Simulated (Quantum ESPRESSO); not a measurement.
# CoO (R-3m) in Quantum ESPRESSO: further runs

Runs on CoO. Level: PBEsol+U. Tasks: single point.

All numbers are computed with Quantum ESPRESSO 7.5; they aren't measurements. Logs are shortened: lines on timing, memory, paths and dates and some standing lists are left out, and cuts for length are marked.

**1. The crystal as given**

The structure is trigonal, space group R-3m (No. 166). The conventional cell has a = 3.011 Å, b = 3.011 Å, c = 7.320 Å, α = 90.00°, β = 90.00°, γ = 120.00°. Co (site symmetry -3m) is surrounded by 6 O at 2.12 Å. O (site symmetry -3m) has 6 Co at 2.12 Å as nearest neighbours.

The cell is a database's computed one.

**2. Single point, PBEsol+U, collinear spin, ferromagnetic start**

Contents of pw.in:

```
&CONTROL
  calculation = 'scf'
  prefix = 'pwscf'
  outdir = './tmp'
  pseudo_dir = './pseudo'
  tprnfor = .true.
  tstress = .true.
  disk_io = 'nowf'
/
&SYSTEM
  ibrav = 0
  nat = 2
  ntyp = 2
  ecutwfc = 56
  ecutrho = 448
  nbnd = 21
  occupations = 'smearing'
  smearing = 'fd'
  degauss = 0.00367493
  nspin = 2
  starting_magnetization(1) = 0.1176
  starting_magnetization(2) = 0
/
&ELECTRONS
  conv_thr = 4d-10
  electron_maxstep = 120
  mixing_beta = 0.3
/
ATOMIC_SPECIES
Co    58.9332 co_pbesol_v1.2.uspp.F.UPF
O     15.9990 o_pbesol_v1.2.uspp.F.UPF
CELL_PARAMETERS angstrom
   1.5054695445    0.8691832468    2.4399269062
  -1.5054695445    0.8691832468    2.4399269062
   0.0000000000   -1.7383664936    2.4399269062
ATOMIC_POSITIONS angstrom
Co     0.0000000000    0.0000000000    0.0000000000
O      0.0000000000    0.0000000000    3.6598903593
K_POINTS automatic
11 11 11 0 0 0
HUBBARD {ortho-atomic}
U Co-3d 3.0
```

Potentials or basis: GBRV 1.5 PBEsol.

Started as:

```sh
$ OMP_NUM_THREADS=1 mpirun -n 2 pw.x -nk 2 -in pw.in > pw.out
```

pw.out:

```text
This program is part of the open-source Quantum ESPRESSO suite
     for quantum simulation of materials; please cite
         "P. Giannozzi et al., J. Phys.:Condens. Matter 21 395502 (2009);
         "P. Giannozzi et al., J. Phys.:Condens. Matter 29 465901 (2017);
         "P. Giannozzi et al., J. Chem. Phys. 152 154105 (2020);
     in publications or presentations arising from this work. More details at

     Message from routine setup:
     using ibrav=0 with symmetry is DISCOURAGED, use correct ibrav instead

     K-points division:     npool     =       2
     Subspace diagonalization in iterative solution of the eigenvalue problem:
     a serial algorithm will be used

     G-vector sticks info
     --------------------
     sticks:   dense  smooth     PW     G-vecs:    dense   smooth      PW
     Sum         995     499    163                20701     7371    1411

     Using Slab Decomposition

     bravais-lattice index     =            0
     lattice parameter (alat)  =       5.6613  a.u.
     unit-cell volume          =     129.2730 (a.u.)^3
     number of atoms/cell      =            2
     number of atomic types    =            2
     number of electrons       =        23.00
     number of Kohn-Sham states=           21
     kinetic-energy cutoff     =      56.0000  Ry
     charge density cutoff     =     448.0000  Ry
     scf convergence threshold =      4.0E-10
     mixing beta               =       0.3000
     number of iterations used =            8  plain     mixing
     Exchange-correlation= SLA  PW   PSX  PSC
                           (   1   4  10   8   0   0   0)
     Hubbard projectors: ortho-atomic
     Hubbard parameters of DFT+U (Dudarev formulation) in eV:
     U(Co-3d) =  3.0000

     Internal variables: lda_plus_u =T, lda_plus_u_kind = 0

     Internal variables: orbital_resolved =F, hub_pot_fix =F, apply_U = F

     celldm(1)=   5.661350  celldm(2)=   0.000000  celldm(3)=   0.000000
     celldm(4)=   0.000000  celldm(5)=   0.000000  celldm(6)=   0.000000

     crystal axes: (cart. coord. in units of alat)
               a(1) = (   0.502517   0.290128   0.814434 )
               a(2) = (  -0.502517   0.290128   0.814434 )
               a(3) = (   0.000000  -0.580257   0.814434 )

     reciprocal axes: (cart. coord. in units 2 pi/alat)
               b(1) = (  0.994991  0.574458  0.409282 )
               b(2) = ( -0.994991  0.574458  0.409282 )
               b(3) = (  0.000000 -1.148917  0.409282 )

     PseudoPot. # 1 for Co read from file:
     co_pbesol_v1.2.uspp.F.UPF
     Pseudo is Ultrasoft + core correction, Zval = 17.0
     Generated by new atomic code, or converted to UPF format
     Using radial grid of  863 points,  6 beta functions with:
                l(1) =   0
                l(2) =   0
                l(3) =   1
                l(4) =   1
                l(5) =   2
                l(6) =   2
     Q(r) pseudized with  8 coefficients,  rinner =    1.200   1.200   1.200
                                                       1.200   1.200

     PseudoPot. # 2 for O  read from file:
     o_pbesol_v1.2.uspp.F.UPF
     Pseudo is Ultrasoft + core correction, Zval =  6.0
     Generated by new atomic code, or converted to UPF format
     Using radial grid of  737 points,  5 beta functions with:
                l(1) =   0
                l(2) =   0
                l(3) =   1
                l(4) =   1
                l(5) =   2
     Q(r) pseudized with  8 coefficients,  rinner =    0.900   0.900   0.900
                                                       0.900   0.900

     atomic species   valence    mass     pseudopotential
     Co               17.00    58.93320     Co( 1.00)
     O                 6.00    15.99900     O ( 1.00)

     Starting magnetic structure
     atomic species   magnetization
     Co              0.118
     O               0.000

     12 Sym. Ops., with inversion, found

   Cartesian axes

     site n.     atom                  positions (alat units)
         1        Co     tau(   1) = (   0.0000000   0.0000000   0.0000000  )
         2        O      tau(   2) = (   0.0000000   0.0000000   1.2216504  )

     number of k points=   146  Fermi-Dirac smearing, width (Ry)=  0.0037

     Number of k-points >= 100: set verbosity='high' to print them.

     Dense  grid:    20701 G-vectors     FFT dimensions: (  40,  40,  40)

     Smooth grid:     7371 G-vectors     FFT dimensions: (  27,  27,  27)

     Check: negative core charge=   -0.000025
     Generating pointlists ...
     new r_m :   0.2924 (alat units)  1.6555 (a.u.) for type    1
     new r_m :   0.2924 (alat units)  1.6555 (a.u.) for type    2

     Initial potential from superposition of free atoms

     starting charge      22.0000, renormalised to      23.0000

     STARTING HUBBARD OCCUPATIONS:

     =================== HUBBARD OCCUPATIONS ===================
     ------------------------ ATOM    1 ------------------------
     Tr[ns(  1)] (up, down, total) =   5.00000  2.00000  7.00000
     Atomic magnetic moment for atom   1 =   3.00000
     SPIN  1
     eigenvalues:
       1.000  1.000  1.000  1.000  1.000
     eigenvectors (columns):
       1.000  0.000  0.000  0.000  0.000
       0.000  1.000  0.000  0.000  0.000
       0.000  0.000  1.000  0.000  0.000
       0.000  0.000  0.000  1.000  0.000
       0.000  0.000  0.000  0.000  1.000
     occupation matrix ns (before diag.):
       1.000  0.000  0.000  0.000  0.000
       0.000  1.000  0.000  0.000  0.000
       0.000  0.000  1.000  0.000  0.000
       0.000  0.000  0.000  1.000  0.000
       0.000  0.000  0.000  0.000  1.000
     SPIN  2
     eigenvalues:
       0.400  0.400  0.400  0.400  0.400
     eigenvectors (columns):
       1.000  0.000  0.000  0.000  0.000
       0.000  1.000  0.000  0.000  0.000
       0.000  0.000  1.000  0.000  0.000
       0.000  0.000  0.000  1.000  0.000
       0.000  0.000  0.000  0.000  1.000
     occupation matrix ns (before diag.):
       0.400  0.000  0.000  0.000  0.000
       0.000  0.400  0.000  0.000  0.000
       0.000  0.000  0.400  0.000  0.000
       0.000  0.000  0.000  0.400  0.000
       0.000  0.000  0.000  0.000  0.400

     Number of occupied Hubbard levels =    7.0000

     Atomic wfc used for Hubbard projectors are orthogonalized

     Starting wfcs are   17 randomized atomic wfcs +    4 random wfcs

     Self-consistent Calculation

     iteration #  1     ecut=    56.00 Ry     beta= 0.30
     Davidson diagonalization with overlap
     ethr =  1.00E-02,  avg # of iterations =  5.2

     =================== HUBBARD OCCUPATIONS ===================
     ------------------------ ATOM    1 ------------------------
     Tr[ns(  1)] (up, down, total) =   4.52851  1.03976  5.56826
     Atomic magnetic moment for atom   1 =   3.48875
     SPIN  1
     eigenvalues:
       0.902  0.902  0.902  0.912  0.912
     eigenvectors (columns):
       1.000  0.000 -0.000 -0.000 -0.000
      -0.000  0.590 -0.191 -0.449  0.644
      -0.000 -0.191 -0.590  0.644  0.449
       0.000  0.242  0.747  0.508  0.354
       0.000 -0.747  0.242 -0.354  0.508
     occupation matrix ns (before diag.):
       0.902 -0.000 -0.000 -0.000 -0.000
      -0.000  0.908 -0.000  0.000  0.005
      -0.000 -0.000  0.908  0.005 -0.000
      -0.000  0.000  0.005  0.906  0.000
      -0.000  0.005 -0.000  0.000  0.906
     SPIN  2
     eigenvalues:
       0.069  0.069  0.300  0.300  0.302
     eigenvectors (columns):
       0.000 -0.000  0.000  0.000  1.000
      -0.411 -0.702 -0.532 -0.236  0.000
       0.702 -0.411  0.236 -0.532  0.000
       0.502 -0.294 -0.329  0.744 -0.000
      -0.294 -0.502  0.744  0.329 -0.000
     occupation matrix ns (before diag.):
       0.302  0.000  0.000 -0.000 -0.000
       0.000  0.147  0.000 -0.000 -0.109
       0.000  0.000  0.147 -0.109 -0.000
      -0.000 -0.000 -0.109  0.222  0.000
      -0.000 -0.109 -0.000  0.000  0.222

     Number of occupied Hubbard levels =    5.5683

     total energy              =    -328.42408194 Ry
     estimated scf accuracy    <       6.28618183 Ry

     total magnetization       =     3.47 Bohr mag/cell
     absolute magnetization    =     3.53 Bohr mag/cell

     iteration #  2     ecut=    56.00 Ry     beta= 0.30
     Davidson diagonalization with overlap
     ethr =  1.00E-02,  avg # of iterations =  2.0

     total energy              =    -329.33785806 Ry
     estimated scf accuracy    <       6.29980948 Ry

     total magnetization       =     0.62 Bohr mag/cell
     absolute magnetization    =     0.68 Bohr mag/cell

     iteration #  3     ecut=    56.00 Ry     beta= 0.30
     Davidson diagonalization with overlap
     ethr =  1.00E-02,  avg # of iterations =  1.0

     total energy              =    -330.29611507 Ry
     estimated scf accuracy    <       0.27117325 Ry

     total magnetization       =     3.01 Bohr mag/cell
     absolute magnetization    =     3.02 Bohr mag/cell

     iteration #  4     ecut=    56.00 Ry     beta= 0.30
     Davidson diagonalization with overlap
     ethr =  1.18E-03,  avg # of iterations =  1.1

     total energy              =    -330.30414327 Ry
     estimated scf accuracy    <       0.09463400 Ry

     total magnetization       =     3.00 Bohr mag/cell
     absolute magnetization    =     3.01 Bohr mag/cell

     iteration #  5     ecut=    56.00 Ry     beta= 0.30
     Davidson diagonalization with overlap
     ethr =  4.11E-04,  avg # of iterations =  1.6

     total energy              =    -330.32043528 Ry
     estimated scf accuracy    <       0.04290653 Ry

     total magnetization       =     2.78 Bohr mag/cell
     absolute magnetization    =     2.79 Bohr mag/cell

     iteration #  6     ecut=    56.00 Ry     beta= 0.30
     Davidson diagonalization with overlap
     ethr =  1.87E-04,  avg # of iterations =  1.2

     total energy              =    -330.32259753 Ry
     estimated scf accuracy    <       0.00264399 Ry

     total magnetization       =     2.93 Bohr mag/cell
     absolute magnetization    =     2.95 Bohr mag/cell

     iteration #  7     ecut=    56.00 Ry     beta= 0.30
     Davidson diagonalization with overlap
     ethr =  1.15E-05,  avg # of iterations =  3.0

     total energy              =    -330.32303202 Ry
     estimated scf accuracy    <       0.00114253 Ry

     total magnetization       =     2.99 Bohr mag/cell
     absolute magnetization    =     3.01 Bohr mag/cell

     iteration #  8     ecut=    56.00 Ry     beta= 0.30
     Davidson diagonalization with overlap
     ethr =  4.97E-06,  avg # of iterations =  1.3
[... 44 lines left out ...]
     total magnetization       =     3.00 Bohr mag/cell
     absolute magnetization    =     3.02 Bohr mag/cell

     iteration # 13     ecut=    56.00 Ry     beta= 0.30
     Davidson diagonalization with overlap
     ethr =  2.79E-09,  avg # of iterations =  2.0

     total energy              =    -330.32333335 Ry
     estimated scf accuracy    <       0.00000103 Ry

     total magnetization       =     3.00 Bohr mag/cell
     absolute magnetization    =     3.03 Bohr mag/cell

     iteration # 14     ecut=    56.00 Ry     beta= 0.30
     Davidson diagonalization with overlap
     ethr =  2.79E-09,  avg # of iterations =  1.6

     total energy              =    -330.32333350 Ry
     estimated scf accuracy    <       0.00000001 Ry

     total magnetization       =     3.00 Bohr mag/cell
     absolute magnetization    =     3.03 Bohr mag/cell

     iteration # 15     ecut=    56.00 Ry     beta= 0.30
     Davidson diagonalization with overlap
     ethr =  5.18E-11,  avg # of iterations =  2.0

     total energy              =    -330.32333351 Ry
     estimated scf accuracy    <          8.4E-09 Ry

     total magnetization       =     3.00 Bohr mag/cell
     absolute magnetization    =     3.03 Bohr mag/cell

     iteration # 16     ecut=    56.00 Ry     beta= 0.30
     Davidson diagonalization with overlap
     ethr =  3.66E-11,  avg # of iterations =  1.1

     total energy              =    -330.32333351 Ry
     estimated scf accuracy    <          4.8E-10 Ry

     total magnetization       =     3.00 Bohr mag/cell
     absolute magnetization    =     3.03 Bohr mag/cell

     iteration # 17     ecut=    56.00 Ry     beta= 0.30
     Davidson diagonalization with overlap
     ethr =  2.08E-12,  avg # of iterations =  1.9

     Magnetic moment per site  (integrated on atomic sphere of radius R)
     atom   1 (R=0.292)  charge= 14.5791  magn=  2.6011
     atom   2 (R=0.292)  charge=  5.7539  magn=  0.2928

     End of self-consistent calculation

     =================== HUBBARD OCCUPATIONS ===================
     ------------------------ ATOM    1 ------------------------
     Tr[ns(  1)] (up, down, total) =   4.97401  2.31850  7.29251
     Atomic magnetic moment for atom   1 =   2.65551
     SPIN  1
     eigenvalues:
       0.995  0.995  0.995  0.995  0.995
     eigenvectors (columns):
       1.000  0.000 -0.000 -0.000 -0.000
      -0.000  0.611 -0.196 -0.474  0.603
      -0.000 -0.196 -0.611  0.603  0.474
       0.000  0.235  0.730  0.505  0.397
       0.000 -0.730  0.235 -0.397  0.505
     occupation matrix ns (before diag.):
       0.995 -0.000 -0.000 -0.000 -0.000
      -0.000  0.995 -0.000  0.000  0.000
      -0.000 -0.000  0.995  0.000 -0.000
      -0.000  0.000  0.000  0.995  0.000
      -0.000  0.000 -0.000  0.000  0.995
     SPIN  2
     eigenvalues:
       0.142  0.142  0.676  0.680  0.680
     eigenvectors (columns):
       0.000 -0.000  1.000  0.000 -0.000
      -0.417 -0.702 -0.000 -0.556 -0.156
       0.702 -0.417 -0.000  0.156 -0.556
       0.496 -0.295  0.000 -0.221  0.786
      -0.295 -0.496  0.000  0.786  0.221
     occupation matrix ns (before diag.):
       0.676  0.000  0.000 -0.000 -0.000
       0.000  0.321  0.000 -0.000 -0.254
       0.000  0.000  0.321 -0.254 -0.000
      -0.000 -0.000 -0.254  0.500  0.000
      -0.000 -0.254 -0.000  0.000  0.500

     Number of occupied Hubbard levels =    7.2925

     Number of k-points >= 100: set verbosity='high' to print the bands.

     the Fermi energy is    13.4107 ev

!    total energy              =    -330.32333352 Ry
     estimated scf accuracy    <          2.2E-10 Ry
     smearing contrib. (-TS)   =      -0.00240622 Ry
     internal energy E=F+TS    =    -330.32092729 Ry

     The total energy is F=E-TS. E is the sum of the following terms:
     one-electron contribution =    -181.53897161 Ry
     hartree contribution      =     104.03817075 Ry
     xc contribution           =     -39.57858715 Ry
     ewald contribution        =    -213.34335928 Ry
     Hubbard energy            =       0.10182000 Ry

     total magnetization       =     3.00 Bohr mag/cell
     absolute magnetization    =     3.03 Bohr mag/cell

     convergence has been achieved in  17 iterations

     Forces acting on atoms (cartesian axes, Ry/au):

     atom    1 type  1   force =     0.00000000   -0.00000000    0.00000000
     atom    2 type  2   force =    -0.00000000    0.00000000   -0.00000000

     Total force =     0.000000     Total SCF correction =     0.000000

     Computing stress (Cartesian axis) and pressure

          total   stress  (Ry/bohr**3)                   (kbar)     P=      -57.64
  -0.00038601  -0.00000000   0.00000000          -56.78       -0.00        0.00
  -0.00000000  -0.00038601  -0.00000000           -0.00      -56.78       -0.00
  -0.00000000   0.00000000  -0.00040356           -0.00        0.00      -59.37

=------------------------------------------------------------------------------=
   JOB DONE.
=------------------------------------------------------------------------------=
```

Wall time 68 s (2 MPI ranks of Arm Neoverse V2, shared host); peak memory 0.28 GiB.

Results:

```yaml
Free_energy: -4494.2779 eV
Pressure: -5.8 GPa
Band_gap_on_the_k_mesh: none (metal or under the smearing width)
Net_moment: 3.00 μB per cell
Absolute_moment: 3.03 μB per cell
Site_moments: Co +2.60; O +0.29 μB
Valence_electrons_inside_the_program's_atomic_spheres: Co 14.58; O 5.75
```

Levels at points of the mesh, in eV from the Fermi level:
Spin up:
```csv
k point,band 10,band 11,band 12,band 13,band 14,band 15,band 16,band 17
"(0.00, 0.00, 0.00)",-4.52,-2.72,-2.72,-2.67,1.30,16.91,18.16,18.16
```
Spin down:
| k point | band 7 | band 8 | band 9 | band 10 | band 11 | band 12 | band 13 | band 14 |
| --- | --- | --- | --- | --- | --- | --- | --- | --- |
| (0.00, 0.00, 0.00) | -2.17 | -2.12 | -1.22 | -1.22 | -1.18 | 1.36 | 1.36 | 1.85 |

Eigenvalues of the final occupation matrices:
```
   site  spin  trace               eigenvalues
Co 1 3d     1   4.97  0.99 0.99 0.99 1.00 1.00
Co 1 3d     2   2.32  0.14 0.14 0.68 0.68 0.68
```

Caveat: a cell with one magnetic atom can't hold antiferromagnetic order, which such compounds often take.

**3. Single point, PBEsol+U, collinear spin, ferromagnetic start**

Edit pw.in of step 2 so:

```diff
@@ -41,2 +41,2 @@
 HUBBARD {ortho-atomic}
-U Co-3d 3.0
+U Co-3d 4.0
```

Potentials or basis: GBRV 1.5 PBEsol.

Started as:

```sh
$ OMP_NUM_THREADS=1 mpirun -n 2 pw.x -nk 2 -in pw.in > pw.out
```

It took 77 s on 2 MPI ranks of Arm Neoverse V2, shared host; peak memory 0.28 GiB.

The run converged. Its results:

- Free energy: -4493.8232 eV
- Pressure: -4.7 GPa
- Band gap on the k mesh: none (metal or under the smearing width)
- Net moment: 2.99 μB per cell
- Absolute moment: 3.02 μB per cell
- Site moments: Co +2.61; O +0.28 μB
- Valence electrons inside the program's atomic spheres: Co 14.58; O 5.76

Stress tensor (GPa, compression positive):
```
-4.60  0.00  0.00
 0.00 -4.60  0.00
 0.00  0.00 -4.91
```

Levels at points of the mesh, in eV from the Fermi level:
Spin up:
| k point | band 10 | band 11 | band 12 | band 13 | band 14 | band 15 | band 16 | band 17 |
| --- | --- | --- | --- | --- | --- | --- | --- | --- |
| (0.00, 0.00, 0.00) | -4.84 | -2.49 | -2.49 | -2.44 | 1.50 | 17.10 | 18.35 | 18.35 |
Spin down:
| k point | band 6 | band 7 | band 8 | band 9 | band 10 | band 11 | band 12 | band 13 | band 14 | band 15 |
| --- | --- | --- | --- | --- | --- | --- | --- | --- | --- | --- |
| (0.00, 0.00, 0.00) | -1.97 | -1.97 | -1.91 | -1.24 | -1.24 | -1.20 | 1.96 | 1.96 | 2.04 | 16.98 |

Eigenvalues of the final occupation matrices:
| site | spin | trace | eigenvalues |
| --- | --- | --- | --- |
| Co 1 3d | 1 | 4.98 | 0.99 0.99 0.99 1.00 1.00 |
| Co 1 3d | 2 | 2.31 | 0.13 0.13 0.68 0.69 0.69 |

Caveat: a cell with one magnetic atom can't hold antiferromagnetic order, which such compounds often take.

**4. Single point, PBEsol+U, collinear spin, ferromagnetic start**

Edit pw.in of step 3 so:

```diff
@@ -41,2 +41,2 @@
 HUBBARD {ortho-atomic}
-U Co-3d 4.0
+U Co-3d 5.0
```

Started as:

```sh
$ OMP_NUM_THREADS=1 mpirun -n 2 pw.x -nk 2 -in pw.in > pw.out
```

Run time: 80 s. Hardware: 2 MPI ranks of Arm Neoverse V2, shared host; peak memory 0.28 GiB.

Results (log left out):

* Free energy: -4493.3826 eV
* Pressure: -3.6 GPa
* Band gap on the k mesh: none (metal or under the smearing width)
* Net moment: 2.98 μB per cell
* Absolute moment: 3.01 μB per cell
* Site moments: Co +2.61; O +0.26 μB
* Valence electrons inside the program's atomic spheres: Co 14.58; O 5.76

Stress tensor (GPa, compression positive):
```
-3.42  0.00  0.00
 0.00 -3.42  0.00
 0.00  0.00 -3.82
```

Levels at points of the mesh, in eV from the Fermi level:
Spin up:
| k point | band 9 | band 10 | band 11 | band 12 | band 13 | band 14 | band 15 | band 16 | band 17 | band 18 |
| --- | --- | --- | --- | --- | --- | --- | --- | --- | --- | --- |
| (0.00, 0.00, 0.00) | -5.15 | -5.14 | -2.27 | -2.27 | -2.22 | 1.70 | 17.29 | 18.54 | 18.54 | 18.75 |
Spin down:
| k point | band 6 | band 7 | band 8 | band 9 | band 10 | band 11 | band 12 | band 13 | band 14 | band 15 |
| --- | --- | --- | --- | --- | --- | --- | --- | --- | --- | --- |
| (0.00, 0.00, 0.00) | -1.78 | -1.78 | -1.72 | -1.27 | -1.27 | -1.23 | 2.23 | 2.61 | 2.61 | 17.17 |

Eigenvalues of the final occupation matrices:
```csv
site,spin,trace,eigenvalues
Co 1 3d,1,4.98,0.99 0.99 1.00 1.00 1.00
Co 1 3d,2,2.30,0.11 0.11 0.69 0.69 0.69
```

Caveat: a cell with one magnetic atom can't hold antiferromagnetic order, which such compounds often take.

(Continued in part 2 of 2.)
